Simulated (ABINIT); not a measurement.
# BaO (Fm-3m): G0W0 in ABINIT against the plane-wave cutoff, part 2 of 2

Wanted: the cheapest plane-wave cutoff that holds the gap of BaO (Fm-3m).

ABINIT 10.8.3; LDA and many-body steps on it, plane waves. Known limits of the many-body steps: not at the basis limit; no spin-orbit coupling; coarse k mesh.

So far. Step 5 (Empty states on the mesh, 4×4×4 mesh, 35 bands): On this mesh the gap is 1.801 eV. Step 6 (Screening, 4×4×4 mesh, 31 bands, screening to 106.1 eV): Local fields lower ε∞ by 10 %. On a Γ-centred mesh this coarse the value itself is usually too large, while a short band sum pulls it down.

The database entry behind the starting cell differs from later determinations by our own check (about 0.7 % short), so it need not match the best structure at ambient conditions.

## (8) Screening, 4×4×4 mesh, 31 bands, screening to 106.1 eV

This step: RPA screening on LDA, plane waves, norm-conserving pseudopotentials.

Input file run.abi:

```
acell 3*1.0 Angstrom
rprim 
  -0.000000000000 2.750000000000 2.750000000000
  2.750000000000 -0.000000000000 2.750000000000
  2.750000000000 2.750000000000 -0.000000000000
ntypat 2
znucl 56 8
natom 2
typat 1 2
xred 
  0.000000000000 0.000000000000 0.000000000000
  0.500000000000 0.500000000000 0.500000000000
pp_dirpath "pseudos"
pseudos "Ba.upf, O.upf"
ecut 29
ngkpt 4 4 4
nshiftk 1
shiftk 0 0 0
kptopt 1
chksymbreak 0
istwfk *1
occopt 1
irdwfk 1
optdriver 3
nband 31
ecuteps 3.9
inclvkb 2
awtr 1
symchi 1
indata_prefix "in"
outdata_prefix "out"
tmpdata_prefix "tmp"
```

The run is started by

```sh
> OMP_NUM_THREADS=1 mpirun -n 4 abinit run.abi > log
```

Numbers of over 12 decimals in the logs are rounded to 6 here.

What it wrote:

```text
.Version 10.8.3 of ABINIT. v10.8.2 released Aug 2026.

 Symmetries : space group Fm -3 m (#225); Bravais cF (face-center cubic)
[... echo of the input left out ...]
== DATASET  1 ==================================================================
-   mpi_nproc: 4, omp_nthreads: 1 (-1 if OMP is not activated)

--- !DatasetInfo
iteration_state: {dtset: 1, }
dimensions: {natom: 2, nkpt: 8, mband: 31, nsppol: 1, nspinor: 1, nspden: 1, mpw: 2120, }
cutoff_energies: {ecut:  29.0, pawecutdg:  -1.0, }
electrons: {nelect:   1.60000000E+01, charge:   0.00000000E+00, occopt:   1.00000000E+00, tsmear:   1.00000000E-02, }

 SCREENING: Calculation of the susceptibility and dielectric matrices

 Based on a program developped by R.W. Godby, V. Olevano, G. Onida, and L. Reining.
 Incorporated in ABINIT by V. Olevano, G.-M. Rignanese, and M. Torrent.
.Using double precision arithmetic ; gwpc =  8

[... cell and pseudopotentials left out ...]
--------------------------------------------------------------------------------

 ==== K-mesh for the wavefunctions ====
 Number of points in the irreducible wedge :     8
[... list of points left out ...]
 Together with 48 symmetry operations and time-reversal symmetry
 yields    64 points in the full Brillouin Zone.

 ==== Q-mesh for the screening function ====
 Number of points in the irreducible wedge :     8
[... list of points left out ...]
 Together with 48 symmetry operations and time-reversal symmetry
 yields    64 points in the full Brillouin Zone.

 setmesh: FFT mesh size selected  =    24x   24x   24
          total number of points  =        13824

 vcoul_init : cutoff-mode = AUXILIARY_FUNCTION
 q-points for optical limit:   1
     1)      0.000010    0.000020    0.000030

- screening: taking advantage of time-reversal symmetry
- Maximum band index for partially occupied states nbvw = 8
- Remaining bands to be divided among processors   nbcw = 23
- Number of bands treated by each node ~5

 Number of electrons calculated from density =   16.0000; Expected =   16.0000
 average of density, n =  0.057003
 r_s =    1.6119
 omega_plasma =   23.0305 [eV]

 calculating chi0 at frequencies [eV] :
  1    0.000000E+00    0.000000E+00
  2    0.000000E+00    2.303049E+01

--------------------------------------------------------------------------------
  q-point number  1        q = ( 0.000000, 0.000000, 0.000000) [r.l.u.]
--------------------------------------------------------------------------------
[... chi0 elements left out ...]
 For q-point:  0.000010 0.000020 0.000030
  dielectric constant =   4.3384
  dielectric constant without local fields =   4.8029

  Average fulfillment of the sum rule on Im[epsilon] for q-point    1 :     43.39  [%]
[... wings left out ...]
  q-point number  2        q = ( 0.250000, 0.000000, 0.000000) [r.l.u.]
--------------------------------------------------------------------------------
[... chi0 elements left out ...]
  Average fulfillment of the sum rule on Im[epsilon] for q-point    2 :     71.44  [%]

 [... 6 further q-points ...]
```

Run time: 3.7 s. Hardware: 4 MPI ranks of Arm Neoverse V2, shared host; peak memory 0.39 GiB; 14 s of CPU time.

This step gave:

| Property | Result |
| --- | --- |
| ε∞ with local fields, on this mesh, along the program's q direction | 4.338 |
| the same without local fields | 4.803 |
| plasma frequency | 23.03 eV |
| plane waves in the screening matrix | 113 |

## (9) 29 Ha

The self-energy is evaluated for the states that the input lists, and the levels follow from it, in one-shot runs by the linearised quasiparticle equation.

This step: G0W0 on LDA, plane waves, norm-conserving pseudopotentials.

Edit run.abi of step 8 so:

```diff
@@ -23,8 +23,17 @@
 irdwfk 1
-optdriver 3
+optdriver 4
 nband 31
+gwcalctyp 0
+ecutsigx 29
+symsigma 1
+nkptgw 2
+kptgw 
+  0.5000000000 0.5000000000 0.0000000000
+  0.0000000000 0.0000000000 0.0000000000
+bdgw 
+  6 10
+  6 12
 ecuteps 3.9
-inclvkb 2
-awtr 1
-symchi 1
+irdscr 1
+ppmodel 1
 indata_prefix "in"
```

What it wrote:

```text
.Version 10.8.3 of ABINIT. v10.8.2 released Aug 2026.

 Symmetries : space group Fm -3 m (#225); Bravais cF (face-center cubic)
[... echo of the input left out ...]
== DATASET  1 ==================================================================
-   mpi_nproc: 4, omp_nthreads: 1 (-1 if OMP is not activated)

--- !DatasetInfo
iteration_state: {dtset: 1, }
dimensions: {natom: 2, nkpt: 8, mband: 31, nsppol: 1, nspinor: 1, nspden: 1, mpw: 2120, }
cutoff_energies: {ecut:  29.0, pawecutdg:  -1.0, }
electrons: {nelect:   1.60000000E+01, charge:   0.00000000E+00, occopt:   1.00000000E+00, tsmear:   1.00000000E-02, }

 SIGMA: Calculation of the GW corrections

 Based on a program developped by R.W. Godby, V. Olevano, G. Onida, and L. Reining.
 Incorporated in ABINIT by V. Olevano, G.-M. Rignanese, and M. Torrent.
.Using double precision arithmetic ; gwpc =  8

[... cell and pseudopotentials left out ...]
--------------------------------------------------------------------------------

 ==== K-mesh for the wavefunctions ====
 Number of points in the irreducible wedge :     8
[... list of points left out ...]
 Together with 48 symmetry operations and time-reversal symmetry
 yields    64 points in the full Brillouin Zone.

 ==== Q-mesh for screening function ====
 Number of points in the irreducible wedge :     8
[... list of points left out ...]
 Together with 48 symmetry operations and time-reversal symmetry
 yields    64 points in the full Brillouin Zone.

 vcoul_init : cutoff-mode = AUXILIARY_FUNCTION
 q-points for optical limit:   1
     1)      0.000010    0.000020    0.000030
 setmesh: FFT mesh size selected  =    36x   36x   36
          total number of points  =        46656

 Number of electrons calculated from density =   16.0000; Expected =   16.0000
[...]
number of omega for Sigma on real axis              0
 max omega for Sigma on real axis  [eV]           0.00
 zcut for avoiding poles [eV]                     0.10

 EPSILON^-1 parameters (SCR file):
 dimension of the eps^-1 matrix on file            113
 dimension of the eps^-1 matrix used               113
 number of plane-waves for wavefunctions          2085
 number of bands                                    31
 number of q-points in IBZ                           8
 number of frequencies                               2
 number of real frequencies                          1
 number of imag frequencies                          1

 matrix elements of self-energy operator (all in [eV])

 Perturbative Calculation

--- !SelfEnergy_ee
iteration_state: {dtset: 1, }
kpoint     : [   0.500,    0.500,    0.000, ]
spin       : 1
KS_gap     :    1.806
QP_gap     :    3.112
Delta_QP_KS:    1.306
data: !SigmaeeData |
     Band     E0 <VxcDFT>   SigX SigC(E0)      Z dSigC/dE  Sig(E)    E-E0       E
        6   5.226 -18.418 -23.442   4.806   0.771  -0.296 -18.586  -0.168   5.057
        7   5.226 -18.418 -23.442   4.806   0.771  -0.296 -18.586  -0.168   5.057
        8   5.443 -18.409 -23.275   4.651   0.776  -0.289 -18.576  -0.167   5.276
[...]
--- !SelfEnergy_ee
iteration_state: {dtset: 1, }
kpoint     : [   0.000,    0.000,    0.000, ]
spin       : 1
KS_gap     :    3.875
QP_gap     :    5.217
Delta_QP_KS:    1.342
data: !SigmaeeData |
     Band     E0 <VxcDFT>   SigX SigC(E0)      Z dSigC/dE  Sig(E)    E-E0       E
[...]
11  10.088 -10.115  -4.929  -3.477   0.844  -0.185  -8.672   1.442  11.531
       12  10.088 -10.115  -4.929  -3.477   0.844  -0.185  -8.672   1.442  11.531

== END DATASET(S) ==============================================================
================================================================================

 -outvars: echo values of variables after computation  --------
           etotal      0.0000000000E+00
            nband          31
             nkpt           8
          spgroup         225
 [... the other variables as echoed above ...]

 Calculation completed.
```

Elapsed: 2.6 s, on 4 MPI ranks; peak memory 0.13 GiB; 10 s of CPU time.

This step gave:

* G0W0 gap on the points computed: 3.112 eV
* starting gap on the mesh: 1.806 eV
* k of the valence top: 0.5, 0.5, 0
* k of the conduction bottom: 0.5, 0.5, 0
* Z at the valence top: 0.776
* Z at the conduction bottom: 0.848
* least direct G0W0 gap on the computed points: 3.112 eV

The gap on the mesh goes from 1.81 eV to 3.11 eV, a correction of +1.31 eV.

## (10) Screening, 4×4×4 mesh, 31 bands, screening to 106.1 eV

This step: RPA screening on LDA, plane waves, norm-conserving pseudopotentials.

Edit run.abi of step 9 so:

```diff
@@ -14,3 +14,3 @@
 pseudos "Ba.upf, O.upf"
-ecut 29
+ecut 36
 ngkpt 4 4 4
@@ -23,17 +23,8 @@
 irdwfk 1
-optdriver 4
+optdriver 3
 nband 31
-gwcalctyp 0
-ecutsigx 29
-symsigma 1
-nkptgw 2
-kptgw 
-  0.5000000000 0.5000000000 0.0000000000
-  0.0000000000 0.0000000000 0.0000000000
-bdgw 
-  6 10
-  6 12
 ecuteps 3.9
-irdscr 1
-ppmodel 1
+inclvkb 2
+awtr 1
+symchi 1
 indata_prefix "in"
```

What it wrote:

```text
.Version 10.8.3 of ABINIT. v10.8.2 released Aug 2026.

 Symmetries : space group Fm -3 m (#225); Bravais cF (face-center cubic)
[... echo of the input left out ...]
== DATASET  1 ==================================================================
-   mpi_nproc: 4, omp_nthreads: 1 (-1 if OMP is not activated)

--- !DatasetInfo
iteration_state: {dtset: 1, }
dimensions: {natom: 2, nkpt: 8, mband: 31, nsppol: 1, nspinor: 1, nspden: 1, mpw: 2914, }
cutoff_energies: {ecut:  36.0, pawecutdg:  -1.0, }
[...]
--------------------------------------------------------------------------------
[... chi0 elements left out ...]
 For q-point:  0.000010 0.000020 0.000030
  dielectric constant =   4.3371
  dielectric constant without local fields =   4.8009

  Average fulfillment of the sum rule on Im[epsilon] for q-point    1 :     43.38  [%]
[... wings left out ...]
  q-point number  2        q = ( 0.250000, 0.000000, 0.000000) [r.l.u.]
--------------------------------------------------------------------------------
[... chi0 elements left out ...]
  Average fulfillment of the sum rule on Im[epsilon] for q-point    2 :     71.42  [%]

 [... 6 further q-points ...]
```

Elapsed: 4.3 s, on 4 MPI ranks; peak memory 0.47 GiB; 17 s of CPU time.

This step gave:

* ε∞ with local fields, on this mesh, along the program's q direction: 4.337
* the same without local fields: 4.801
* plasma frequency: 23.03 eV
* plane waves in the screening matrix: 113

## (11) 36 Ha

This step: G0W0 on LDA, plane waves, norm-conserving pseudopotentials.

Edit run.abi of step 10 so:

```diff
@@ -23,8 +23,17 @@
 irdwfk 1
-optdriver 3
+optdriver 4
 nband 31
+gwcalctyp 0
+ecutsigx 36
+symsigma 1
+nkptgw 2
+kptgw 
+  0.5000000000 0.5000000000 0.0000000000
+  0.0000000000 0.0000000000 0.0000000000
+bdgw 
+  6 10
+  6 12
 ecuteps 3.9
-inclvkb 2
-awtr 1
-symchi 1
+irdscr 1
+ppmodel 1
 indata_prefix "in"
```

What it wrote:

```text
.Version 10.8.3 of ABINIT. v10.8.2 released Aug 2026.

 Symmetries : space group Fm -3 m (#225); Bravais cF (face-center cubic)
[... echo of the input left out ...]
== DATASET  1 ==================================================================
-   mpi_nproc: 4, omp_nthreads: 1 (-1 if OMP is not activated)

--- !DatasetInfo
iteration_state: {dtset: 1, }
dimensions: {natom: 2, nkpt: 8, mband: 31, nsppol: 1, nspinor: 1, nspden: 1, mpw: 2914, }
cutoff_energies: {ecut:  36.0, pawecutdg:  -1.0, }
[...]
Band     E0 <VxcDFT>   SigX SigC(E0)      Z dSigC/dE  Sig(E)    E-E0       E
[...]
11  10.087 -10.115  -4.929  -3.477   0.844  -0.185  -8.672   1.442  11.529
       12  10.087 -10.115  -4.929  -3.477   0.844  -0.185  -8.672   1.442  11.529

== END DATASET(S) ==============================================================
================================================================================

 -outvars: echo values of variables after computation  --------
           etotal      0.0000000000E+00
            nband          31
             nkpt           8
          spgroup         225
 [... the other variables as echoed above ...]

 Calculation completed.
```

Wall time 2.9 s (4 MPI ranks); peak memory 0.15 GiB.

Numbers from this step:

```yaml
g0w0_gap_on_the_points_computed: 3.112 eV
starting_gap_on_the_mesh: 1.801 eV
k_of_the_valence_top: 0.5, 0.5, 0
k_of_the_conduction_bottom: 0.5, 0.5, 0
least_direct_g0w0_gap_on_the_computed_points: 3.112 eV
```

Against the run before, the gap moves by +0.000 eV.

## (12) Screening, 4×4×4 mesh, 31 bands, screening to 106.1 eV

This step: RPA screening on LDA, plane waves, norm-conserving pseudopotentials.

Edit run.abi of step 11 so:

```diff
@@ -14,3 +14,3 @@
 pseudos "Ba.upf, O.upf"
-ecut 36
+ecut 45
 ngkpt 4 4 4
@@ -23,17 +23,8 @@
 irdwfk 1
-optdriver 4
+optdriver 3
 nband 31
-gwcalctyp 0
-ecutsigx 36
-symsigma 1
-nkptgw 2
-kptgw 
-  0.5000000000 0.5000000000 0.0000000000
-  0.0000000000 0.0000000000 0.0000000000
-bdgw 
-  6 10
-  6 12
 ecuteps 3.9
-irdscr 1
-ppmodel 1
+inclvkb 2
+awtr 1
+symchi 1
 indata_prefix "in"
```

What it wrote:

```text
.Version 10.8.3 of ABINIT. v10.8.2 released Aug 2026.

 Symmetries : space group Fm -3 m (#225); Bravais cF (face-center cubic)
[... echo of the input left out ...]
== DATASET  1 ==================================================================
-   mpi_nproc: 4, omp_nthreads: 1 (-1 if OMP is not activated)

--- !DatasetInfo
iteration_state: {dtset: 1, }
dimensions: {natom: 2, nkpt: 8, mband: 31, nsppol: 1, nspinor: 1, nspden: 1, mpw: 4088, }
cutoff_energies: {ecut:  45.0, pawecutdg:  -1.0, }
[...]
--------------------------------------------------------------------------------
[... chi0 elements left out ...]
 For q-point:  0.000010 0.000020 0.000030
  dielectric constant =   4.3372
  dielectric constant without local fields =   4.8010

  Average fulfillment of the sum rule on Im[epsilon] for q-point    1 :     43.38  [%]
[... wings left out ...]
  q-point number  2        q = ( 0.250000, 0.000000, 0.000000) [r.l.u.]
--------------------------------------------------------------------------------
[... chi0 elements left out ...]
  Average fulfillment of the sum rule on Im[epsilon] for q-point    2 :     71.42  [%]

 [... 6 further q-points ...]
```

Wall time 5 s (4 MPI ranks); peak memory 0.57 GiB.

This step gave:

```yaml
eps_infinity_with_local_fields_on_this_mesh_along_the_program_s_q_direction: 4.337
the_same_without_local_fields: 4.801
plasma_frequency: 23.03 eV
plane_waves_in_the_screening_matrix: 113
```

## (13) 45 Ha

This step: G0W0 on LDA, plane waves, norm-conserving pseudopotentials.

Edit run.abi of step 12 so:

```diff
@@ -23,8 +23,17 @@
 irdwfk 1
-optdriver 3
+optdriver 4
 nband 31
+gwcalctyp 0
+ecutsigx 45
+symsigma 1
+nkptgw 2
+kptgw 
+  0.5000000000 0.5000000000 0.0000000000
+  0.0000000000 0.0000000000 0.0000000000
+bdgw 
+  6 10
+  6 12
 ecuteps 3.9
-inclvkb 2
-awtr 1
-symchi 1
+irdscr 1
+ppmodel 1
 indata_prefix "in"
```

What it wrote:

```text
.Version 10.8.3 of ABINIT. v10.8.2 released Aug 2026.

 Symmetries : space group Fm -3 m (#225); Bravais cF (face-center cubic)
[... echo of the input left out ...]
== DATASET  1 ==================================================================
-   mpi_nproc: 4, omp_nthreads: 1 (-1 if OMP is not activated)

--- !DatasetInfo
iteration_state: {dtset: 1, }
dimensions: {natom: 2, nkpt: 8, mband: 31, nsppol: 1, nspinor: 1, nspden: 1, mpw: 4088, }
cutoff_energies: {ecut:  45.0, pawecutdg:  -1.0, }
[...]
Band     E0 <VxcDFT>   SigX SigC(E0)      Z dSigC/dE  Sig(E)    E-E0       E
[...]
11  10.087 -10.115  -4.929  -3.477   0.844  -0.185  -8.672   1.442  11.529
       12  10.087 -10.115  -4.929  -3.477   0.844  -0.185  -8.672   1.442  11.529

== END DATASET(S) ==============================================================
================================================================================

 -outvars: echo values of variables after computation  --------
           etotal      0.0000000000E+00
            nband          31
             nkpt           8
          spgroup         225
 [... the other variables as echoed above ...]

 Calculation completed.
```

Elapsed: 3.2 s, on 4 MPI ranks; peak memory 0.73 GiB.

Numbers from this step:

| Item | Value |
| --- | --- |
| G0W0 gap on the points computed | 3.113 eV |
| starting gap on the mesh | 1.801 eV |
| k of the valence top | 0.5, 0.5, 0 |
| k of the conduction bottom | 0.5, 0.5, 0 |
| least direct G0W0 gap on the computed points | 3.113 eV |

Against the run before, the gap moves by +0.001 eV.

## (14) The runs together

Times are wall times on 4 MPI ranks of Arm Neoverse V2, shared host, good to a factor of about two. A run's time includes the screening step that it read.

```tsv
run	mesh	bands	screening cutoff (eV)	DFT gap (eV)	gap on the mesh (eV)	direct (eV)	ε∞ used	time
22 Ha	4×4×4	31	106.1	1.784	3.088	3.088	4.38	6 s
29 Ha	4×4×4	31	106.1	1.806	3.112	3.112	4.34	6.2 s
36 Ha	4×4×4	31	106.1	1.801	3.112	3.112	4.34	7.2 s
45 Ha	4×4×4	31	106.1	1.801	3.113	3.113	4.34	8.2 s
```

## (15) Results

```json
{
 "22 Ha": "3.088 eV",
 "29 Ha": "3.112 eV",
 "36 Ha": "3.112 eV",
 "45 Ha": "3.113 eV",
 "known limits": "not at the basis limit; no spin-orbit coupling; coarse k mesh"
}
```

The setting moved: plane-wave cutoff. From 22 Ha to 45 Ha the gap moves by +0.02 eV. It holds to 0.03 eV from 22 Ha on. Bands and screening cutoff are coupled, so a series along one setting does not show full convergence. Bands and cutoff are finite, so the gap is not at the basis limit. The miss can reach some tenths of an eV and take either sign; the mesh is an error of its own. In the G0W0 runs levels were corrected at 2 k points alone, so a gap called «on the mesh» is the least over those, and an edge elsewhere would be missed. The 4×4×4 mesh is coarse for this cell, which bears on the long-range parts of exchange and screening. The many-body steps are scalar-relativistic: spin-orbit coupling is not in them.

[Paths, hosts, dates, memory and timing lines, banners, echoed tables and standing remarks are left out of the program output.]

[Logs are printed without paths, hosts, clocks, repeated set-up lines and the standing remarks that a program may print on its own settings, such as how far it seeks lower states.]

[Runs of the session that timed out or met a known fault of the program may be left out.]

[Hosts, paths, dates, database ids (printed as entryN), source tags and the programs' standing remarks are cut or masked in the printed files.]

[G0W0 gaps are taken among the corrected bands and points alone; a level outside them can change the order at an edge.]

[Where Ansatz stands beside ABINIT at settings called matched, ABINIT's density can come from a denser mesh and the files from another edition; pairs whose starting gaps differed by over 0.03 eV were left out, so agreement reads better than it is.]
